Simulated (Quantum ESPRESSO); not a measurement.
Crystal: As.

```
As
1.0
     1.82500   -5.50000    0.00000
     1.82500    5.50000    0.00000
     0.00000    0.00000    4.47000
As
4
Direct
  0.39000 0.61000 0.56000
  0.89000 0.11000 0.94000
  0.61000 0.39000 0.44000
  0.11000 0.89000 0.06000
```

This isn't the form of As at room conditions, which is rhombohedral.

Base run:

| Property | Result |
| --- | --- |
| Program | Quantum ESPRESSO 7.5 |
| Functional | PBEsol |
| Potentials or basis | GBRV 1.5 PBEsol |
| Cutoff | 612 eV |
| Density cutoff | 4898 eV |
| k mesh | 8 × 8 × 6 |
| Occupations | fermi-dirac, width 0.05 eV |
| Spin | no spin polarisation |

Its results: pressure 0.2 GPa; largest force 0.122 eV/Å.

The run is repeated on the same cell with these changes: functional from PBEsol to r2SCAN; potentials or basis from GBRV 1.5 PBEsol to SG15 PBE 1.2; cutoff from 612 eV to 952 eV; density cutoff from 4898 eV to 3810 eV. What comes out?

Pressure 3.0 GPa; largest force 0.155 eV/Å.

Caveats: the potentials were made for another functional, which shifts forces and pressure (some runs).
